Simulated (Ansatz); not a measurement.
A 3-atom cell of Li2Se started from a crystallographic database, relaxed with r2SCAN, was run in the PAW code Ansatz under altered settings. All numbers are computed, without spin polarisation but where a row says otherwise.

```
Li Se
1.0
     0.00000    2.99346    2.99346
     2.99346    0.00000    2.99346
     2.99346    2.99346    0.00000
Li Se
2 1
Direct
  0.25000 0.25000 0.25000
  0.75000 0.75000 0.75000
  0.00000 0.00000 0.00000
```

The base run's other keys:
```yaml
kpoints:
  mp_grid: { grid: [4, 4, 4] }
hamiltonian:
  xc: hse06
scf:
  occupations: { method: fixed }
  n_extra_bands: 4
```

It takes 11 iterations with 1067 plane waves at 420 eV and 8 k points, and leaves a mean stress of -0.25 GPa. The gap over this mesh is 3.817 eV. It ran on 4 threads of Arm Neoverse V2, with other jobs on the host.

Outcomes, with energy and stress as changes against the base:

| setting | outcome | ΔF (meV/atom) | Δ mean stress (GPa) | gap on the mesh (eV) | iterations | wall time |
| --- | --- | --- | --- | --- | --- | --- |
| PBE hybrid, exx coeff 0.15, omega 0.1 1/Å | converged | – | +0.2 | 3.656 | 10 | 4 s |
| PBE hybrid, exx coeff 0.05, omega 0.1 1/Å | converged | – | +0.5 | 3.196 | 9 | 4 s |
| PBE hybrid, exx coeff 0.35, omega 0.3 1/Å | converged | – | -0.1 | 3.904 | 12 | 4.5 s |
| hamiltonian.xc: wpbeh | converged | – | +0.4 | 3.778 | 10 | 4.1 s |
| scf.occupations: fermi_dirac 0.001 | converged | 0.0 | 0.0 | 3.817 | 11 | 4.1 s |

A dash marks a value that wasn't obtained or can't be compared. Stress is positive in compression. The base took 4.2 s.

- PBE hybrid, exx coeff 0.15, omega 0.1 1/Å. That is 15 % exact exchange, screened with ω = 0.1 1/Å, against HSE06's 25 % screened at 0.208 1/Å. The mean stress moves by +0.2 GPa and the gap on the mesh by -0.162 eV (to 3.656). Totals of different functionals aren't comparable. The program warns that on this mesh the truncation of the exchange isn't bounded, so part of the change can be an error of the mesh.
- PBE hybrid, exx coeff 0.05, omega 0.1 1/Å. That is 5 % exact exchange, screened with ω = 0.1 1/Å, against HSE06's 25 % screened at 0.208 1/Å. The mean stress moves by +0.5 GPa and the gap on the mesh by -0.622 eV (to 3.196). Totals of different functionals aren't comparable. The program warns that on this mesh the truncation of the exchange isn't bounded, so part of the change can be an error of the mesh.
- PBE hybrid, exx coeff 0.35, omega 0.3 1/Å. That is 35 % exact exchange, screened with ω = 0.3 1/Å, against HSE06's 25 % screened at 0.208 1/Å. The mean stress moves by -0.1 GPa and the gap on the mesh by +0.087 eV (to 3.904). Totals of different functionals aren't comparable.
- hamiltonian.xc: wpbeh. The mean stress moves by +0.4 GPa and the gap on the mesh by -0.039 eV (to 3.778). It's another functional on the same cell, so totals aren't comparable.

Within 1 meV an atom, 0.1 GPa and 0.005 eV of the base stay: scf.occupations: fermi_dirac 0.001.

The runs are scalar-relativistic, without spin-orbit coupling.

The stress of a hybrid is loosely converged in these runs.

The meshes of the hybrids are coarse, so their gaps aren't converged to the digits shown.
